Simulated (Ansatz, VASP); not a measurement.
# InAs: VASP beside Ansatz

The input INCAR:

```
SYSTEM = InAs
PREC = Accurate
ENCUT = 520
EDIFF = 1E-8
ISMEAR = -1
SIGMA = 0.08
LREAL = .FALSE.
LASPH = .TRUE.
NELM = 100
ALGO = Normal
ISIF = 2
LWAVE = .FALSE.
LCHARG = .FALSE.
GGA = PE
LEFG = .TRUE.
NBANDS = 16
```

KPOINTS

```
regular mesh
0
G
  10 10 10
  0 0 0
```

The input POSCAR:

```
InAs
1.0
    0.0000000000      3.0547012949      2.9635200000
    3.0547012949      0.0000000000      2.9635200000
    3.0547012949      3.0547012949      0.0000000000
In As
1 1
Direct
    0.0000000000      0.0000000000      0.0000000000
    0.7500000000      0.7500000000      0.7500000000
```

Input for Ansatz:

```yaml
crystal:
  lattice:
    - [0.0, 3.0547012949, 2.96352]
    - [3.0547012949, 0.0, 2.96352]
    - [3.0547012949, 3.0547012949, 0.0]
  atoms:
    - { symbol: In, position: [0.0, 0.0, 0.0] }
    - { symbol: As, position: [0.75, 0.75, 0.75] }
kpoints:
  mp_grid: { grid: [10, 10, 10] }
scf:
  occupations: { method: fermi_dirac, width: 0.08 }
hamiltonian:
  xc: pbe
  pseudopotentials: { kind: paw }
output:
  forces: true
  stress: true
  eigenvalues: true
  efg: { contact_densities: true }
```

Change from the starting cell: z stretched by -2 % at fixed volume, PAW files.

Alike in both runs: task electric field gradients; functional PBE; k mesh 10 × 10 × 10; occupations fermi-dirac, width 0.08 eV; no spin polarisation.

```csv
,VASP,Ansatz
version,VASP 6.6.1,Ansatz 0.2.0
potentials or method,"VASP PAW PBE potentials, release 64 (In_d, As)","PAW with Ansatz's default frozen-core files, scalar-relativistic"
plane-wave cutoff (eV),520,420
valence electrons in the cell,18,28
```

```csv
,VASP,Ansatz,Ansatz less VASP
pressure (GPa),3.9,3.9,-0.07
largest component of the traceless stress (GPa),0.60,0.60,+0.002
Vzz of the field gradient on the site that differs most (V/Å²),10.5,11.4,+0.93
```

With one functional, cell and mesh, what is left measures potentials, basis and numerics. The two sets of potentials don't hold the same shells in valence. Ansatz warned: «gradients_without_spin_orbit».
